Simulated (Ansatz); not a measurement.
# ZrB2: frozen-core PAW against all-electron methods

```yaml
crystal:
  lattice:
    - [3.16500, 0.00000, 0.00000]
    - [-1.58250, 2.74097, 0.00000]
    - [0.00000, 0.00000, 3.52000]
  atoms:
    - { symbol: Zr, position: [0.00000, 0.00000, 0.00000] }
    - { symbol: B, position: [0.33333, 0.66667, 0.50000] }
    - { symbol: B, position: [0.66667, 0.33333, 0.50000] }
```

Atom numbers follow the list: Zr1, B2, B3.

The cell is COD entry 1510856, as deposited and not checked against the literature; nothing was relaxed.

Levels of theory: DFT, PBE, PAW with Ansatz's default frozen-core files, scalar-relativistic (Ansatz 0.2.0); DFT, PBE, all-electron PAW with datasets made for the crystal, scalar-relativistic (Ansatz 0.2.0); DFT, PBE, all-electron LAPW, scalar-relativistic (Ansatz 0.2.0).

For PAW: a Γ-centred 13×13×10 k mesh, Fermi–Dirac smearing of 0.03 eV, cutoff 420 eV, no spin polarisation. The crystal-made all-electron datasets (AE datasets) take a cutoff of 320 eV at this cell. LAPW targets a basis error of 1 meV/atom. The Ansatz runs share mesh, smearing and spin set-up. Plane-wave (PAW) pressures include the program's estimate of the Pulay term.

Stress and pressure are positive in compression.

No spin–orbit coupling: at heavy atoms the gradients can be off by tens of per cent for that reason.

In a metal, gradients converge slowly with the k mesh: the values move by tens of per cent from one mesh to another, at times in sign, so only the comparison on one mesh counts.

Levels count from the Fermi level.

```
                             quantity     PAW  AE datasets    LAPW
                       pressure (GPa)    2.42         2.45    2.45
                      stress xx (GPa)    1.94         1.95    1.95
                      stress zz (GPa)    3.38         3.46    3.46
       highest filled level at A (eV)  -1.097       -1.099  -1.099
         lowest empty level at A (eV)   0.192        0.192   0.192
       highest filled level at L (eV)  -2.111       -2.113  -2.113
         lowest empty level at L (eV)   3.679        3.680   3.680
       highest filled level at M (eV)  -2.822       -2.822  -2.822
         lowest empty level at M (eV)   2.133        2.132   2.132
field gradient Vzz at Zr1 (10²¹ V/m²)    4.42         4.41       –
```

PAW's pressure differs from the LAPW value by -0.03 GPa.
